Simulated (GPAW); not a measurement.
Input of a GPAW 26.7.0 run:

The input run.py:

```python
from ase.dft.bandgap import bandgap
from ase.io import read, write
from gpaw import GPAW, PW

atoms = read('POSCAR')
atoms.set_initial_magnetic_moments([1.0, 0.0])

calc = GPAW(mode=PW(800),
            xc={'name': 'vdW-DF', 'backend': 'libvdwxc'},
            kpts={'size': (8, 8, 8), 'gamma': True},
            occupations={'name': 'fermi-dirac', 'width': 0.05},
            nbands=22,
            convergence={'density': 1e-05, 'energy': 1e-05},
            maxiter=150,
            txt='gpaw.txt')
atoms.calc = calc
energy = atoms.get_potential_energy()
forces = atoms.get_forces()
calc.write('gs.gpw')
write('result.traj', atoms)
print(f'Energy: {energy:.6f} eV')
print('Forces (eV/A):')
print(forces.round(4))
print('Moments:', calc.get_magnetic_moments().round(3))
print('Fermi level:', round(calc.get_fermi_level(), 4), 'eV')
print(f'Gap: {bandgap(calc)[0]:.4f} eV, direct: {bandgap(calc, direct=True)[0]:.4f} eV')

path = atoms.cell.bandpath('GXWKGLUWLK,UX', npoints=100, eps=1e-4)
bs_calc = calc.fixed_density(kpts=path, symmetry='off', nbands=31,
                             convergence={'bands': 'CBM+6.0', 'eigenstates': 1e-6}, txt='bands.txt')
bs = bs_calc.band_structure()
bs.write('bs.json')
print(f'Gap on the path: {bandgap(bs_calc)[0]:.4f} eV')
```

The input POSCAR:

```
NiO
1.0
    0.0000000000      2.0859016414      2.0859016414
    2.0859016414      0.0000000000      2.0859016414
    2.0859016414      2.0859016414      0.0000000000
Ni O
1 1
Direct
    0.0000000000      0.0000000000      0.0000000000
    0.5000000000      0.5000000000      0.5000000000
```

Potentials or basis: GPAW PAW data sets (gpaw-data 1.2.1), pw.

Launch:

```bash
$ OMP_NUM_THREADS=1 python run.py
```

What does it give for the site moments?

Ni +1.50; O +0.23 μB.

What does it give for the net moment?

1.82 μB per cell.

Estimate the band gap along the path.

none (metal or under the smearing width).

Levels at the corners of the path, in eV from the Fermi level:
Spin up:
```csv
point,band 8,band 9,band 10,band 11,band 12,band 13
Γ,-3.17,-3.17,-2.84,-2.84,-2.84,1.64
X,-3.68,-2.89,-2.32,-1.84,-1.84,6.11
W,-2.46,-2.08,-2.08,-1.83,-1.31,8.41
K,-2.75,-1.96,-1.95,-1.72,-1.25,7.75
Γ,-3.17,-3.17,-2.84,-2.84,-2.84,1.64
L,-2.14,-2.14,-1.60,0.22,0.22,5.79
U,-2.75,-1.96,-1.95,-1.72,-1.25,7.75
W,-2.46,-2.08,-2.08,-1.83,-1.31,8.41
L,-2.14,-2.14,-1.60,0.22,0.22,5.79
K,-2.75,-1.96,-1.95,-1.72,-1.25,7.75
U,-2.75,-1.96,-1.95,-1.72,-1.25,7.75
X,-3.68,-2.89,-2.32,-1.84,-1.84,6.11
```
Spin down:
| point | band 7 | band 8 | band 9 | band 10 | band 11 | band 12 | band 13 |
| --- | --- | --- | --- | --- | --- | --- | --- |
| Γ | -2.63 | -2.04 | -2.04 | -2.04 | -0.58 | -0.58 | 2.00 |
| X | -3.96 | -2.98 | -0.94 | -0.94 | -0.14 | 0.42 | 6.56 |
| W | -5.26 | -1.26 | -1.26 | -0.94 | 0.29 | 1.04 | 8.96 |
| K | -4.50 | -1.82 | -1.08 | -0.84 | 0.55 | 1.05 | 8.21 |
| Γ | -2.63 | -2.04 | -2.04 | -2.04 | -0.58 | -0.58 | 2.00 |
| L | -4.90 | -1.13 | -1.13 | -0.74 | 2.29 | 2.29 | 5.95 |
| U | -4.50 | -1.82 | -1.08 | -0.84 | 0.55 | 1.05 | 8.21 |
| W | -5.26 | -1.26 | -1.26 | -0.94 | 0.29 | 1.04 | 8.96 |
| L | -4.90 | -1.13 | -1.13 | -0.74 | 2.29 | 2.29 | 5.95 |
| K | -4.50 | -1.82 | -1.08 | -0.84 | 0.55 | 1.05 | 8.21 |
| U | -4.50 | -1.82 | -1.08 | -0.84 | 0.55 | 1.05 | 8.21 |
| X | -3.96 | -2.98 | -0.94 | -0.94 | -0.14 | 0.42 | 6.56 |

Caveat: the PAW data sets were made with another functional, which shifts forces and pressure a little; a cell with one magnetic atom can't hold antiferromagnetic order, which such compounds often take; semilocal functionals often make such compounds metallic where correlation or magnetic order opens a gap, which also shifts bond lengths.

**Measured values to compare with.**

“Local correlations, non-local screening, multiplets, and band formation in NiO”, 2012, arxiv:1210.6675 quotes, for a bulk crystal of NiO: band gap 4.3 eV.

Measured gap of NiO: 4.3 eV (quoted in “Local correlations, non-local screening, multiplets, and band formation in NiO”, 2012, arxiv:1210.6675). This calculation gives 0.00 eV (-4.30 eV). So large a miss can be the level of theory's own, or it may mean another phase, state or a wrong row. The value is that of vdW-DF, without temperature or zero-point motion. The run's magnetic order (collinear spin, ferromagnetic start) needn't be the measured crystal's.
